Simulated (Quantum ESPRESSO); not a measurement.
Runs of Quantum ESPRESSO 7.5 on RbBr. It takes space group Fm-3m (No. 225, cubic). Conventional cell: a = 6.854 Å, b = 6.854 Å, c = 6.854 Å, α = 90.00°, β = 90.00°, γ = 90.00°. Rb (site symmetry m-3m) has 6 Br at 3.43 Å as nearest neighbours. Br (site symmetry m-3m) is surrounded by 6 Rb at 3.43 Å. 

| task | level | potentials or basis | cell | k mesh | cutoff (eV) | startingwfc | mixing mode | iterations | form of the LDA correlation | other keys | mesh quality | pressure (GPa) |
| --- | --- | --- | --- | --- | --- | --- | --- | --- | --- | --- | --- | --- |
| phonons and Raman activities | PBEsol | PseudoDojo 0.4.1 SR PBEsol standard | relaxed | 4 × 4 × 4, shifted | 626 | atomic | local-TF | - | - | startingwfc = atomic; mixing_mode = local-TF | not flagged | 0.0 |
| energy-loss spectrum | PBE | PseudoDojo 0.4.1 SR PBE standard | volume scaled by 0.96 | 2 × 2 × 2, shifted | 626 | - | - | 400 | - | - | coarse | 1.6 |
| energy-loss spectrum | LDA | PseudoDojo 0.4.1 SR LDA standard | as given | 2 × 2 × 2, shifted | 599 | - | - | 200 | PW92 | - | coarse | (a) |
| phonons and Raman activities | LDA | PseudoDojo 0.4.1 SR LDA standard | relaxed | 4 × 4 × 4, shifted | 599 | - | - | - | PW92 | - | not flagged | 0.0 |

Alike in all rows: no spin polarisation; smearing fermi-dirac 0.05 eV.

Problem. Estimate the missing entries.

Solution. (a) -1.4.

Caveats: some runs use coarse meshes; the Lanczos chain is short for so many electrons, so humps in the spectrum may be artefacts (some runs).
